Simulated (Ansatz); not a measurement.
**SnS2 (CdI2 type): gap against strain (isotropic on every length)**

SnS2 (CdI2 type), relaxed with r2SCAN+rVV10 in the plane-wave code Ansatz, then strained (isotropic on every length; changes of length per length, axes as in the cell below) with the atoms relaxed again within the symmetry that is left. Space group P-3m1 (No. 164), trigonal; conventional cell a = 3.661 Å, c = 5.962 Å, 23.06 Å³ an atom. Sn has 6 S at 2.57 Å; S has 3 Sn at 2.57 Å. Calculated for a static, non-magnetic cell.

```xyz
3
Lattice="3.6608 0.0000 0.0000 -1.8304 3.1703 0.0000 0.0000 0.0000 5.9618" Properties=species:S:1:pos:R:3 pbc="T T T"
Sn    0.0000    0.0000    0.0000
S     0.0000    2.1135    1.4642
S     1.8304    1.0568    4.4976
```

Gaps are the least over each mesh (PBE 12×12×4, r2SCAN 12×12×4, HSE06 6×6×4 when unstrained) and the special points, which keep their unstrained names.

```
strain (%)  gap, PBE (eV)  gap, r2SCAN (eV)  gap, HSE06 (eV)                            edges, HSE06
     -5.36          1.259             1.614            2.088  (0, 0.130, -0.169) → (0, 0.445, 0.344)
      -5.0          1.282             1.636            2.111  (0, 0.133, -0.164) → (0, 0.445, 0.344)
      -0.5          1.433             1.755            2.314        Γ–K (0.23) → (0, -0.461, -0.328)
       0.0          1.432             1.750            2.315          Γ–K (0.23) → (0, 0.464, 0.323)
      +4.0          1.325             1.621            2.226                   Γ → (0, 0.471, 0.279)
```

Between zero and the nearest strains the slope of the HSE06 gap against strain is +0.004 eV per percent for negative and -0.022 for positive strain.

Spin-orbit coupling is left out, which matters wherever the heavy atoms make up the band edges.

Where an edge lies off the special points, it is a point of the mesh or the k point where a search put PBE's edge or least direct gap, reused for the other functionals, whose own edges may lie a little apart.

The meshes of the hybrids are coarse, so their gaps aren't converged to the digits shown.
